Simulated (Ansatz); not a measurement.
Crystal: Al.

```xyz
1
Lattice="0.0000 2.0248 2.0248 2.0248 0.0000 2.0248 2.0248 2.0248 0.0000" Properties=species:S:1:pos:R:3 pbc="T T T"
Al    0.0000    0.0000    0.0000
```

Base run:

* Program: Ansatz 0.2.0
* Functional: PBE
* Potentials or basis: Ansatz PAW
* Cutoff: 300 eV
* Density cutoff: 1200 eV
* k mesh: 11 × 11 × 11
* Occupations: fermi-dirac, width 0.05 eV
* Spin: no spin polarisation

Its results: band gap on the k mesh none (metal or under the smearing width); pressure -0.1 GPa.

Q: The run is repeated on the same cell with these changes: cutoff from 300 eV to 420 eV (not typed: the program's choice for these potentials); k mesh from 11 × 11 × 11 to 15 × 15 × 15. What comes out?

A: Band gap on the k mesh none (metal or under the smearing width); pressure -0.6 GPa.

Caveats: the cutoff lies under the one recommended for these potentials (some runs).
